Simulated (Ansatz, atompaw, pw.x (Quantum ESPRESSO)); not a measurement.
What a changed setting does to a pw.x run (bcc H)

Potential: PAW, atompaw 4.2.0.5, PBE; core none, reference 1s1; waves: 1s (bound): rc 1.20 bohr; 1s channel at 1.95 Ry: rc 1.40 bohr; 2p channel at 0.15 Ry: rc 1.40 bohr; 2p channel at 0.7 Ry: rc 1.40 bohr; local part: bessel scheme, radius 1.30 bohr; core correction: none; augmentation: sinc compensation charge, radius 1.25 bohr; PAW radius 1.40 bohr; waves and projectors: custom rrkj vanderbiltortho.

The reference run (k-mesh 18³, cutoffs 40/400 Ry, Fermi–Dirac 0.01 Ry, mixing_beta 0.4, conv_thr 1e-9, no spin) gives -1.56 GPa at 3.033 Å³/atom, where all-electron LAPW gives -2.27 GPa. This run, with its own iteration cap, changes nosym to true.

```
&control
  calculation='scf', prefix='x', pseudo_dir='./', outdir='./tmp', tstress=.true., disk_io='none'
/
&system
  ibrav=0, nat=1, ntyp=1, ecutwfc=40, ecutrho=400, nbnd=7,
  occupations='smearing', smearing='fd', degauss=0.01, nosym=.true.
/
&electrons
  conv_thr=1e-09, mixing_beta=0.4, electron_maxstep=60
/
ATOMIC_SPECIES
H 1.0 H.UPF
CELL_PARAMETERS angstrom
  -0.91187954 0.91187954 0.91187954
  0.91187954 -0.91187954 0.91187954
  0.91187954 0.91187954 -0.91187954
ATOMIC_POSITIONS crystal
H 0.0000 0.0000 0.0000
K_POINTS automatic
18 18 18 0 0 0
```

```bash
pw.x < H.scf.in > H.scf.out
```

Problem. How does the run end?

Solution. It converges in 7 iterations; the free energy moves by +0.0 meV/atom and the pressure by +0.00 GPa. The result is that of the reference run.

```
lattice parameter (alat)  =       2.9847  a.u.
     unit-cell volume          =      20.4677 (a.u.)^3
     number of electrons       =         1.00
     number of Kohn-Sham states=            7
     kinetic-energy cutoff     =      40.0000  Ry
     charge density cutoff     =     400.0000  Ry
     scf convergence threshold =      1.0E-09
     Exchange-correlation= SLA PW PBX PBC
     number of k points=  2920  Fermi-Dirac smearing, width (Ry)=  0.0100
     iteration #  1     ecut=    40.00 Ry     beta= 0.40
     total energy              =      -1.07511172 Ry
     estimated scf accuracy    <       0.00000281 Ry
     iteration #  2     ecut=    40.00 Ry     beta= 0.40
     total energy              =      -1.07475719 Ry
     estimated scf accuracy    <       0.00000129 Ry
     iteration #  3     ecut=    40.00 Ry     beta= 0.40
     total energy              =      -1.07477528 Ry
     estimated scf accuracy    <       0.00000002 Ry
     iteration #  4     ecut=    40.00 Ry     beta= 0.40
     total energy              =      -1.07479946 Ry
     estimated scf accuracy    <          9.5E-09 Ry
     iteration #  5     ecut=    40.00 Ry     beta= 0.40
     total energy              =      -1.07480021 Ry
     estimated scf accuracy    <       0.00000001 Ry
     iteration #  6     ecut=    40.00 Ry     beta= 0.40
     total energy              =      -1.07480032 Ry
     estimated scf accuracy    <       0.00000008 Ry
     iteration #  7     ecut=    40.00 Ry     beta= 0.40
     the Fermi energy is     3.6126 ev
!    total energy              =      -1.07480032 Ry
     estimated scf accuracy    <          2.3E-10 Ry
     smearing contrib. (-TS)   =      -0.00044990 Ry
     convergence has been achieved in   7 iterations
          total   stress  (Ry/bohr**3)                   (kbar)     P=      -15.61
     Message from routine punch:
     Nothing written, as per user request (disk_io='none')
```

The run took about 22 s on one core of a shared host (Intel(R) Xeon(R) Platinum 8559C, 192 threads, 1488 GiB, load 96).
